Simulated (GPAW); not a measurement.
The system is MgI2.

```
I Mg
1.0
     4.14000    0.00000    0.00000
    -2.07000    3.58535    0.00000
     0.00000    0.00000    6.88000
I Mg
2 1
Direct
  0.66667 0.33333 0.75000
  0.33333 0.66667 0.25000
  0.00000 0.00000 0.00000
```

Base run:

| Item | Value |
| --- | --- |
| Program | GPAW 26.7.0 |
| Functional | LDA |
| Potentials or basis | the program's PAW data sets (release 1.2.1) made for this functional |
| Cutoff | 650 eV |
| Basis | pw |
| k mesh | 6 × 6 × 3 |
| Occupations | fermi-dirac, width 0.001 eV |
| Spin | no spin polarisation |

Its results: band gap on the k mesh 3.32 eV, indirect (least direct gap 3.38 eV); electronic dielectric tensor (diagonal) 4.31, 4.31, 3.91.

**Question.** After a change of settings the same cell gave: band gap on the k mesh 3.63 eV, indirect (least direct gap 3.86 eV); electronic dielectric tensor (diagonal) 3.99, 3.99, 3.61. Which change was it?
A. functional from LDA to PBEsol; potentials or basis from the program's PAW data sets (release 1.2.1) made for this functional to PAW data sets generated in the run's folder for this functional
B. functional from LDA to GLLB-SC
C. functional from LDA to RPBE

**Answer.** C.

Caveats: the long-wavelength limit can be off by a per cent or two; spin-orbit coupling is left out, which moves the levels of the heavy elements; an odd mesh through Γ misses points on the zone boundary, where band edges often lie.

Not every run made on this cell is shown here.
